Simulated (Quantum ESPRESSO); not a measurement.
A calculation with Quantum ESPRESSO 7.5 of Te (ASE script, structure from a POSCAR):

Contents of run.py:

```python
import numpy as np
from ase.calculators.espresso import Espresso, EspressoProfile
from ase.io import read

atoms = read('POSCAR')

input_data = {
    'control': {'calculation': 'scf', 'prefix': 'pwscf', 'outdir': './tmp', 'tprnfor': True, 'tstress': True, 'disk_io': 'nowf'},
    'system': {'ecutwfc': 45.0, 'ecutrho': 360.0, 'nbnd': 8, 'occupations': 'smearing', 'smearing': 'fd', 'degauss': 0.00367493},
    'electrons': {'conv_thr': 2e-10, 'electron_maxstep': 120, 'mixing_beta': 0.5},
}
pseudopotentials = {'Te': 'te_pbesol_v1.uspp.F.UPF'}
profile = EspressoProfile(command='mpirun -n 2 pw.x -nk 2', pseudo_dir='pseudo')
dft = Espresso(profile=profile, input_data=input_data, pseudopotentials=pseudopotentials, kpts=(9, 9, 9), koffset=(0, 0, 0))
atoms.calc = dft

print(f'energy {atoms.get_potential_energy():.8f} eV')
print('forces (eV/A)')
print(np.round(atoms.get_forces(), 6))
print('stress (eV/A^3, Voigt)')
print(np.round(atoms.get_stress(), 8))
print(f'Fermi level {dft.get_fermi_level():.4f} eV')
```

The input POSCAR:

```
Te
1.0
    2.3059043427      1.3313144930      1.6909537039
   -2.3059043427      1.3313144930      1.6909537039
    0.0000000000     -2.6626289860      1.6909537039
Te
1
Direct
    0.5000000000      0.5000000000      0.5000000000
```

Potentials or basis: GBRV 1.5 PBEsol.

Command:

```bash
$ OMP_NUM_THREADS=1 python run.py
```

This isn't the form of Te at room conditions, which is trigonal, of chains.

**Question.** Write the same calculation in another form: native input, structure typed inline.

**Answer.** As run:

File pw.in:

```
&CONTROL
  calculation = 'scf'
  prefix = 'pwscf'
  outdir = './tmp'
  pseudo_dir = './pseudo'
  tprnfor = .true.
  tstress = .true.
  disk_io = 'low'
/
&SYSTEM
  ibrav = 0
  celldm(1) = 8
  nat = 1
  ntyp = 1
  ecutwfc = 45
  ecutrho = 360
  nbnd = 8
  occupations = 'smearing'
  smearing = 'fd'
  degauss = 0.00367493
/
&ELECTRONS
  conv_thr = 2d-10
  electron_maxstep = 120
  mixing_beta = 0.5
/
ATOMIC_SPECIES
Te   127.6000 te_pbesol_v1.uspp.F.UPF
CELL_PARAMETERS alat
  0.5446909596610   0.3144774721894   0.3994299237241
 -0.5446909596610   0.3144774721894   0.3994299237241
  0.0000000000000  -0.6289549443788   0.3994299237241
ATOMIC_POSITIONS crystal
Te     0.5000000000    0.5000000000    0.5000000000
K_POINTS automatic
9 9 9 0 0 0
```

File pp_density.in:

```
&INPUTPP
  prefix = 'pwscf'
  outdir = './tmp'
  filplot = 'density.dat'
  plot_num = 0
/
&PLOT
  nfile = 1
  filepp(1) = 'density.dat'
  iflag = 3
  output_format = 6
  fileout = 'density.cube'
/
```

Contents of pp_potential.in:

```
&INPUTPP
  prefix = 'pwscf'
  outdir = './tmp'
  filplot = 'potential.dat'
  plot_num = 11
/
&PLOT
  nfile = 1
  filepp(1) = 'potential.dat'
  iflag = 3
  output_format = 6
  fileout = 'potential.cube'
/
```

Potentials or basis: GBRV 1.5 PBEsol.

The run is started by

```console
$ OMP_NUM_THREADS=1 mpirun -n 2 pw.x -nk 2 -in pw.in > pw.out
$ OMP_NUM_THREADS=1 mpirun -n 1 pp.x -in pp_density.in > pp_density.out
$ OMP_NUM_THREADS=1 mpirun -n 1 pp.x -in pp_potential.in > pp_potential.out
```

Both were run:

|  | ASE script, structure from a POSCAR | native input, structure typed inline |
| --- | --- | --- |
| Pressure | -0.3 GPa | -0.3 GPa |
| Band gap on the k mesh | none (metal or under the smearing width) | none (metal or under the smearing width) |

Keys that steer only the numerical path or the files written may differ.
